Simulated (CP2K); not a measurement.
# HfN (F-43m) in CP2K: reference runs, part 2 of 2

CP2K 2026.2. The steps go on from the part before.

### Step 4. Single point, PBE, 14.50 Å³/atom (volume scaled by 0.98)

hfn_eos.inp

```
&GLOBAL
  PROJECT hfn_eos
  RUN_TYPE ENERGY_FORCE
  PRINT_LEVEL LOW
&END GLOBAL
&FORCE_EVAL
  METHOD QS
  STRESS_TENSOR ANALYTICAL
  &DFT
    BASIS_SET_FILE_NAME BASIS_MOLOPT_UZH
    POTENTIAL_FILE_NAME POTENTIAL_UZH
    WFN_RESTART_FILE_NAME previous-RESTART.kp
    &MGRID
      CUTOFF 450
      REL_CUTOFF 60
      NGRIDS 5
    &END MGRID
    &QS
      METHOD GPW
      EPS_DEFAULT 1.0E-10
    &END QS
    &KPOINTS
      SCHEME MONKHORST-PACK 9 9 9
      GAMMA_CENTERED T
      SYMMETRY T
      SYMMETRY_BACKEND SPGLIB
    &END KPOINTS
    &SCF
      SCF_GUESS RESTART
      EPS_SCF 1.0E-6
      MAX_SCF 100
      ADDED_MOS 13
      CHOLESKY OFF
      EPS_EIGVAL 1.0E-7
      &DIAGONALIZATION ON
        ALGORITHM STANDARD
      &END DIAGONALIZATION
      &MIXING ON
        METHOD BROYDEN_MIXING
        ALPHA 0.4
        BETA 1.5
        NBUFFER 8
      &END MIXING
      &SMEAR ON
        METHOD FERMI_DIRAC
        ELECTRONIC_TEMPERATURE [K] 580.226
      &END SMEAR
    &END SCF
    &XC
      &XC_FUNCTIONAL
        &GGA_X_PBE
        &END GGA_X_PBE
        &GGA_C_PBE
        &END GGA_C_PBE
      &END XC_FUNCTIONAL
    &END XC
    &PRINT
      &KPOINTS ON
      &END KPOINTS
      &MULLIKEN ON
      &END MULLIKEN
      &MO ON
        ENERGIES T
        OCCUPATION_NUMBERS T
        &EACH
          QS_SCF 0
        &END EACH
        ADD_LAST NUMERIC
      &END MO
    &END PRINT
  &END DFT
  &SUBSYS
    &CELL
      ABC 3.4483422490 3.4483422490 3.4483422490
      ALPHA_BETA_GAMMA 59.9999999997 60.0000000003 60.0000000002
      PERIODIC XYZ
    &END CELL
    &COORD
      Hf  0.0000000000 0.0000000000 0.0000000000
      N   1.7241711245 0.9954506629 0.7038899141
    &END COORD
    &KIND Hf
      BASIS_SET TZVP-MOLOPT-PBE-GTH-q12
      POTENTIAL GTH-PBE-q12
    &END KIND
    &KIND N
      BASIS_SET TZVP-MOLOPT-PBE-GTH-q5
      POTENTIAL GTH-PBE-q5
    &END KIND
    &PRINT
      &ATOMIC_COORDINATES ON
      &END ATOMIC_COORDINATES
      &CELL ON
      &END CELL
    &END PRINT
  &END SUBSYS
  &PRINT
    &FORCES ON
    &END FORCES
    &STRESS_TENSOR ON
    &END STRESS_TENSOR
  &END PRINT
&END FORCE_EVAL
```

Potentials or basis: POTENTIAL_UZH Hf GTH-PBE-q12, N GTH-PBE-q5; TZVP-MOLOPT-PBE-GTH basis.

On the command line:

```bash
$ OMP_NUM_THREADS=1 cp2k.psmp -i hfn_eos.inp -o hfn_eos.out
```

hfn_eos.out:

```text

 CP2K| version string:                                       CP2K version 2026.2
 CP2K| Input file name                                               hfn_eos.inp

 GLOBAL| Force Environment number                                              1
 GLOBAL| Basis set file name                                    BASIS_MOLOPT_UZH
 GLOBAL| Potential file name                                       POTENTIAL_UZH
 GLOBAL| MM Potential file name                                     MM_POTENTIAL
 GLOBAL| Coordinate file name                                      __STD_INPUT__
 GLOBAL| Method name                                                        CP2K
 GLOBAL| Project name                                                    hfn_eos
 GLOBAL| Run type                                                   ENERGY_FORCE
 GLOBAL| FFT library                                                       FFTW3
[... 6 lines left out ...]
 GLOBAL| Total number of message passing processes                             1
 GLOBAL| Number of threads for this process                                    1
 GLOBAL| CPU model name            Intel(R) Xeon(R) Platinum 8375C CPU @ 2.90GHz

 CELL| Volume [angstrom^3]:                                            28.994531
 CELL| Vector a [angstrom]:       3.448     0.000     0.000   |a| =     3.448342
 CELL| Vector b [angstrom]:       1.724     2.986     0.000   |b| =     3.448342
 CELL| Vector c [angstrom]:       1.724     0.995     2.816   |c| =     3.448342
 CELL| Angle (b,c), alpha [degree]:                                    60.000000
 CELL| Angle (a,c), beta  [degree]:                                    60.000000
 CELL| Angle (a,b), gamma [degree]:                                    60.000000
 CELL| Numerically orthorhombic:                                              NO
 CELL| Periodicity                                                           XYZ

 CELL_REF| Volume [angstrom^3]:                                        28.994531
 CELL_REF| Vector a [angstrom     3.448     0.000     0.000   |a| =     3.448342
 CELL_REF| Vector b [angstrom     1.724     2.986     0.000   |b| =     3.448342
 CELL_REF| Vector c [angstrom     1.724     0.995     2.816   |c| =     3.448342
 CELL_REF| Angle (b,c), alpha [degree]:                                60.000000
 CELL_REF| Angle (a,c), beta  [degree]:                                60.000000
 CELL_REF| Angle (a,b), gamma [degree]:                                60.000000
 CELL_REF| Numerically orthorhombic:                                          NO
 CELL_REF| Periodicity                                                       XYZ
[... 9 lines left out ...]
 TOTAL NUMBERS AND MAXIMUM NUMBERS

  Total number of            - Atomic kinds:                                   2
[... 120 lines left out ...]
  Core density on regular grids:               16.9999999983       -0.0000000017
  Total charge density on r-space grids:        0.0000000637
  Total charge density g-space grids:           0.0000000637

  Overlap energy of the core charge distribution:               0.00000001323399
  Self energy of the core charge distribution:                -97.25095229949331
  Core Hamiltonian energy:                                     22.63791186848404
  Hartree energy:                                              23.92100826992141
  Exchange-correlation energy:                                 -8.66373445980178
  Electronic entropic energy:                                  -0.00021132274698
  Fermi energy:                                                 0.38771547902899

  Total energy:                                               -59.35597793040080
  Total energy (extrapolated to T->0):                        -59.35587226902731

 MO| EIGENVALUES AND OCCUPATION NUMBERS FOR K POINT 1
 MO|
 MO|  Index      Eigenvalue [a.u.]        Eigenvalue [eV]             Occupation
 MO|      1              -1.875984             -51.048120               2.000000
 MO|      2              -0.770799             -20.974514               2.000000
 MO|      3              -0.755316             -20.553186               2.000000
 MO|      4              -0.755316             -20.553186               2.000000
 MO|      5              -0.169670              -4.616948               2.000000
 MO|      6               0.174497               4.748296               2.000000
[... 378 lines left out ...]
 MO|     21               1.270478              34.571477               0.000000
 MO|     22               1.355800              36.893182               0.000000
 MO| Sum:                                                              18.000000
 MO| E(Fermi):            0.387715 a.u.         10.550275 eV

 [... the levels of further k-points ...]

 !-----------------------------------------------------------------------------!
                     Mulliken Population Analysis

 #  Atom  Element  Kind  Atomic population                           Net charge
       1     Hf       1         10.792763                              1.207237
       2     N        2          6.207237                             -1.207237
 # Total charge                             17.000000                  0.000000

 !-----------------------------------------------------------------------------!

 ENERGY| Total FORCE_EVAL ( QS ) energy [hartree]            -59.355977791545762

 FORCES| Atomic forces [hartree/bohr]
 FORCES|   Atom     x               y               z               |f|
 FORCES|      1 -2.29698547E-08 -8.53568195E-09  1.92497373E-08   3.11612657E-08
 FORCES|      2 -1.16140873E-06 -6.75226580E-07 -5.02790309E-07   1.43443343E-06
 FORCES| Sum    -1.18437858E-06 -6.83762262E-07 -4.83540572E-07
 FORCES| Total atomic force                                       1.45054987E-06

 STRESS| Analytical stress tensor [bar]
 STRESS|                        x                   y                   z
 STRESS|      x        1.99115444272E+04   4.73227152851E+00   3.39313409778E+00
 STRESS|      y        4.73227152851E+00   1.99058928617E+04   2.00803517278E+00
 STRESS|      z        3.39313409778E+00   2.00803517278E+00   1.99038685739E+04
 STRESS| 1/3 Trace                                             1.99071019543E+04
 STRESS| Determinant                                           7.88903827608E+12

 STRESS| Eigenvectors and eigenvalues of the analytical stress tensor [bar]
 STRESS|                        1                   2                   3
 STRESS| Eigenvalues   1.99025325215E+04   1.99032136422E+04   1.99155596992E+04
 STRESS|      x          -0.227040851710     -0.520418766885      0.823174804479
 STRESS|      y          -0.243711596345      0.848715342974      0.469347338766
 STRESS|      z           0.942898249793      0.094056226129      0.319525142773
```

Run time: 64 s. Hardware: 1 thread of Intel Xeon Platinum 8375C at 2.90GHz (Ice Lake), shared host; peak memory 0.34 GiB.

Results:

| Item | Value |
| --- | --- |
| Free energy | -1615.1583 eV |
| Pressure | 2.0 GPa |
| Band gap on the k mesh | none (metal or under the smearing width) |
| Mulliken charges | Hf +1.21; N -1.21 e |

Caveat: Mulliken charges move with the basis; the basis of atomic orbitals isn't converged, which shifts pressures, moduli and gaps.

### Step 5. Single point, PBE, 15.09 Å³/atom (volume scaled by 1.02)

Changes to hfn_eos.inp since step 4:

```diff
@@ -73,4 +73,4 @@
     &CELL
-      ABC 3.4483422490 3.4483422490 3.4483422490
-      ALPHA_BETA_GAMMA 59.9999999997 60.0000000003 60.0000000002
+      ABC 3.4946342460 3.4946342460 3.4946342460
+      ALPHA_BETA_GAMMA 60.0000000000 59.9999999995 60.0000000002
       PERIODIC XYZ
@@ -79,3 +79,3 @@
       Hf  0.0000000000 0.0000000000 0.0000000000
-      N   1.7241711245 0.9954506629 0.7038899141
+      N   1.7473171230 1.0088140113 0.7133392283
     &END COORD
```

On the command line:

```bash
$ OMP_NUM_THREADS=1 cp2k.psmp -i hfn_eos.inp -o hfn_eos.out
```

Wall time 64 s (1 thread of Intel Xeon Platinum 8375C at 2.90GHz (Ice Lake), shared host); peak memory 0.34 GiB.

It converged, with:

```yaml
Free_energy: -1615.1447 eV
Pressure: -5.4 GPa
Band_gap_on_the_k_mesh: none (metal or under the smearing width)
Mulliken_charges: Hf +1.23; N -1.23 e
```

Caveat: Mulliken charges move with the basis; the basis of atomic orbitals isn't converged, which shifts pressures, moduli and gaps.

### Step 6. Single point, PBE, 14.20 Å³/atom (volume scaled by 0.96)

Changes to hfn_eos.inp since step 5:

```diff
@@ -73,4 +73,4 @@
     &CELL
-      ABC 3.4946342460 3.4946342460 3.4946342460
-      ALPHA_BETA_GAMMA 60.0000000000 59.9999999995 60.0000000002
+      ABC 3.4247227252 3.4247227253 3.4247227252
+      ALPHA_BETA_GAMMA 59.9999999990 59.9999999997 60.0000000005
       PERIODIC XYZ
@@ -79,3 +79,3 @@
       Hf  0.0000000000 0.0000000000 0.0000000000
-      N   1.7473171230 1.0088140113 0.7133392283
+      N   1.7123613626 0.9886322937 0.6990685989
     &END COORD
```

Potentials or basis: POTENTIAL_UZH Hf GTH-PBE-q12, N GTH-PBE-q5; TZVP-MOLOPT-PBE-GTH basis.

On the command line:

```bash
$ OMP_NUM_THREADS=1 cp2k.psmp -i hfn_eos.inp -o hfn_eos.out
```

Run time: 74 s. Hardware: 1 thread of Intel Xeon Platinum 8375C at 2.90GHz (Ice Lake), shared host; peak memory 0.34 GiB.

It converged, with:

```
Free energy            : -1615.1431 eV
Pressure               : 6.3 GPa
Band gap on the k mesh : none (metal or under the smearing width)
Mulliken charges       : Hf +1.19; N -1.19 e
```

Caveat: Mulliken charges move with the basis; the basis of atomic orbitals isn't converged, which shifts pressures, moduli and gaps.

### Step 7. Single point, PBE, 15.38 Å³/atom (volume scaled by 1.04)

Changes to hfn_eos.inp since step 6:

```diff
@@ -73,4 +73,4 @@
     &CELL
-      ABC 3.4247227252 3.4247227253 3.4247227252
-      ALPHA_BETA_GAMMA 59.9999999990 59.9999999997 60.0000000005
+      ABC 3.5173273120 3.5173273121 3.5173273120
+      ALPHA_BETA_GAMMA 60.0000000007 60.0000000004 60.0000000007
       PERIODIC XYZ
@@ -79,3 +79,3 @@
       Hf  0.0000000000 0.0000000000 0.0000000000
-      N   1.7123613626 0.9886322937 0.6990685989
+      N   1.7586636560 1.0153649352 0.7179714311
     &END COORD
```

On the command line:

```bash
$ OMP_NUM_THREADS=1 cp2k.psmp -i hfn_eos.inp -o hfn_eos.out
```

It took 70 s on 1 thread of Intel Xeon Platinum 8375C at 2.90GHz (Ice Lake), shared host; peak memory 0.34 GiB.

The run converged. Its results:

- Free energy: -1615.1188 eV
- Pressure: -8.6 GPa
- Band gap on the k mesh: none (metal or under the smearing width)
- Mulliken charges: Hf +1.24; N -1.24 e

Caveat: Mulliken charges move with the basis; the basis of atomic orbitals isn't converged, which shifts pressures, moduli and gaps.

### Step 8. Single point, PBE, 13.91 Å³/atom (volume scaled by 0.94)

Changes to hfn_eos.inp since step 7:

```diff
@@ -73,4 +73,4 @@
     &CELL
-      ABC 3.5173273120 3.5173273121 3.5173273120
-      ALPHA_BETA_GAMMA 60.0000000007 60.0000000004 60.0000000007
+      ABC 3.4007728317 3.4007728317 3.4007728317
+      ALPHA_BETA_GAMMA 60.0000000009 60.0000000007 60.0000000011
       PERIODIC XYZ
@@ -79,3 +79,3 @@
       Hf  0.0000000000 0.0000000000 0.0000000000
-      N   1.7586636560 1.0153649352 0.7179714311
+      N   1.7003864158 0.9817185549 0.6941798474
     &END COORD
```

On the command line:

```bash
$ OMP_NUM_THREADS=1 cp2k.psmp -i hfn_eos.inp -o hfn_eos.out
```

Wall time 75 s (1 thread of Intel Xeon Platinum 8375C at 2.90GHz (Ice Lake), shared host); peak memory 0.34 GiB.

Results (log left out):

| Quantity | Value |
| --- | --- |
| Free energy | -1615.1113 eV |
| Pressure | 11.0 GPa |
| Band gap on the k mesh | none (metal or under the smearing width) |
| Mulliken charges | Hf +1.18; N -1.18 e |

Caveat: Mulliken charges move with the basis; the basis of atomic orbitals isn't converged, which shifts pressures, moduli and gaps.

### Step 9. Single point, PBE, 15.68 Å³/atom (volume scaled by 1.06)

Changes to hfn_eos.inp since step 8:

```diff
@@ -73,4 +73,4 @@
     &CELL
-      ABC 3.4007728317 3.4007728317 3.4007728317
-      ALPHA_BETA_GAMMA 60.0000000009 60.0000000007 60.0000000011
+      ABC 3.5397312748 3.5397312748 3.5397312747
+      ALPHA_BETA_GAMMA 59.9999999990 59.9999999995 59.9999999996
       PERIODIC XYZ
@@ -79,3 +79,3 @@
       Hf  0.0000000000 0.0000000000 0.0000000000
-      N   1.7003864158 0.9817185549 0.6941798474
+      N   1.7698656374 1.0218324022 0.7225446208
     &END COORD
```

Potentials or basis: POTENTIAL_UZH Hf GTH-PBE-q12, N GTH-PBE-q5; TZVP-MOLOPT-PBE-GTH basis.

On the command line:

```bash
$ OMP_NUM_THREADS=1 cp2k.psmp -i hfn_eos.inp -o hfn_eos.out
```

Run time: 71 s. Hardware: 1 thread of Intel Xeon Platinum 8375C at 2.90GHz (Ice Lake), shared host; peak memory 0.34 GiB.

The run converged. Its results:

```
Free energy            : -1615.0817 eV
Pressure               : -11.4 GPa
Band gap on the k mesh : none (metal or under the smearing width)
Mulliken charges       : Hf +1.25; N -1.25 e
```

Caveat: Mulliken charges move with the basis; the basis of atomic orbitals isn't converged, which shifts pressures, moduli and gaps.

### Step 10. Equation of state, PBE

Potentials or basis: POTENTIAL_UZH Hf GTH-PBE-q12, N GTH-PBE-q5; TZVP-MOLOPT-PBE-GTH basis.

This step only gathers the single runs of the series.

What came out:

- Equilibrium volume: 14.64 Å³/atom
- Bulk modulus: 192 GPa
- Pressure derivative of the bulk modulus: 4.0

Energy against volume, from the lowest point:
| volume (Å³/atom) | energy (meV/atom) |
| --- | --- |
| 13.906 | 23.53 |
| 14.201 | 7.60 |
| 14.497 | 0.03 |
| 14.793 | 0.00 |
| 15.089 | 6.81 |
| 15.385 | 19.78 |
| 15.681 | 38.32 |

Caveat: the basis of atomic orbitals isn't converged, which shifts pressures, moduli and gaps. Spin-orbit coupling is left out, which matters for the levels of Hf.

### Step 11. Single point, PBE (atoms moved at random, drawn with an rms of 0.05 Å)

hfn_scf.inp

```
&GLOBAL
  PROJECT hfn_scf
  RUN_TYPE ENERGY_FORCE
  PRINT_LEVEL LOW
&END GLOBAL
&FORCE_EVAL
  METHOD QS
  STRESS_TENSOR ANALYTICAL
  &DFT
    BASIS_SET_FILE_NAME BASIS_MOLOPT_UZH
    POTENTIAL_FILE_NAME POTENTIAL_UZH
    &MGRID
      CUTOFF 450
      REL_CUTOFF 60
      NGRIDS 5
    &END MGRID
    &QS
      METHOD GPW
      EPS_DEFAULT 1.0E-10
    &END QS
    &KPOINTS
      SCHEME MONKHORST-PACK 9 9 9
      GAMMA_CENTERED T
      SYMMETRY T
      SYMMETRY_BACKEND SPGLIB
    &END KPOINTS
    &SCF
      SCF_GUESS ATOMIC
      EPS_SCF 1.0E-6
      MAX_SCF 100
      ADDED_MOS 13
      CHOLESKY OFF
      EPS_EIGVAL 1.0E-7
      &DIAGONALIZATION ON
        ALGORITHM STANDARD
      &END DIAGONALIZATION
      &MIXING ON
        METHOD BROYDEN_MIXING
        ALPHA 0.4
        BETA 1.5
        NBUFFER 8
      &END MIXING
      &SMEAR ON
        METHOD FERMI_DIRAC
        ELECTRONIC_TEMPERATURE 580.23
      &END SMEAR
    &END SCF
    &XC
      &XC_FUNCTIONAL PBE
      &END XC_FUNCTIONAL
    &END XC
    &PRINT
      &KPOINTS ON
      &END KPOINTS
      &MULLIKEN ON
      &END MULLIKEN
      &MO ON
        ENERGIES T
        OCCUPATION_NUMBERS T
        &EACH
          QS_SCF 0
        &END EACH
        ADD_LAST NUMERIC
      &END MO
      &LOWDIN ON
      &END LOWDIN
      &HIRSHFELD ON
        SHAPE_FUNCTION DENSITY
      &END HIRSHFELD
    &END PRINT
  &END DFT
  &SUBSYS
    &CELL
      A 3.4716425656 0.0000000000 0.0000000000
      B 1.7358212828 3.0065306547 0.0000000000
      C 1.7358212828 1.0021768849 2.8345842850
      PERIODIC XYZ
    &END CELL
    &COORD
      SCALED
      Hf  -0.0015310000 -0.0029430000 -0.0034000000
      N   0.2637830000 0.2428060000 0.2393630000
    &END COORD
    &KIND Hf
      BASIS_SET TZVP-MOLOPT-PBE-GTH-q12
      POTENTIAL GTH-PBE-q12
    &END KIND
    &KIND N
      BASIS_SET TZVP-MOLOPT-PBE-GTH-q5
      POTENTIAL GTH-PBE-q5
    &END KIND
    &PRINT
      &ATOMIC_COORDINATES ON
      &END ATOMIC_COORDINATES
      &CELL ON
      &END CELL
    &END PRINT
  &END SUBSYS
  &PRINT
    &FORCES ON
    &END FORCES
    &STRESS_TENSOR ON
    &END STRESS_TENSOR
  &END PRINT
&END FORCE_EVAL
```

On the command line:

```bash
$ OMP_NUM_THREADS=1 cp2k.psmp -i hfn_scf.inp -o hfn_scf.out
```

Wall time 2 min (1 thread of Intel Xeon Platinum 8375C at 2.90GHz (Ice Lake), shared host); peak memory 0.44 GiB.

It converged, with:

```yaml
Free_energy: -1615.1474 eV
Pressure: -1.7 GPa
Largest_force: 0.522 eV/Å
Band_gap_on_the_k_mesh: none (metal or under the smearing width)
Mulliken_charges: Hf +1.22; N -1.22 e
Hirshfeld_charges: Hf +0.40; N -0.40 e
```

Forces in eV/Å, atoms in the order of the input:
```
Hf   0.402 -0.239 -0.230
N   -0.400  0.241  0.233
```

Stress tensor (GPa, compression positive):
```
-0.21 -1.47 -1.03
-1.47 -1.97  0.62
-1.03  0.62 -2.90
```

Levels at points of the mesh, in eV from the Fermi level:
| k point | band 5 | band 6 | band 7 | band 8 | band 9 | band 10 | band 11 | band 12 | band 13 | band 14 |
| --- | --- | --- | --- | --- | --- | --- | --- | --- | --- | --- |
| (0.00, 0.00, 0.00) | -16.14 | -5.53 | -5.43 | -5.41 | -0.75 | 2.34 | 2.34 | 6.46 | 6.54 | 6.96 |

Caveat: Mulliken charges move with the basis; the basis of atomic orbitals isn't converged, which shifts pressures, moduli and gaps. The run has no spin-orbit coupling, so splittings on Hf are missing.

### Step 12. Overview

| task | cell | gap on the mesh (eV) | pressure (GPa) |
| --- | --- | --- | --- |
| single point | as given | none | -1.9 |
| equation of state | as given | - | - |
| single point | atoms moved at random, drawn with an rms of 0.05 Å | none | -1.7 |

Alike in all rows: level PBE; potentials or basis POTENTIAL_UZH Hf GTH-PBE-q12, N GTH-PBE-q5; TZVP-MOLOPT-PBE-GTH basis; no spin polarisation; k mesh 9 × 9 × 9; smearing fermi-dirac 0.05 eV.

Caveats: the basis of atomic orbitals isn't converged, which shifts pressures, moduli and gaps.

Total energies depend on the potentials used, so only differences within one code and one set of settings carry meaning.
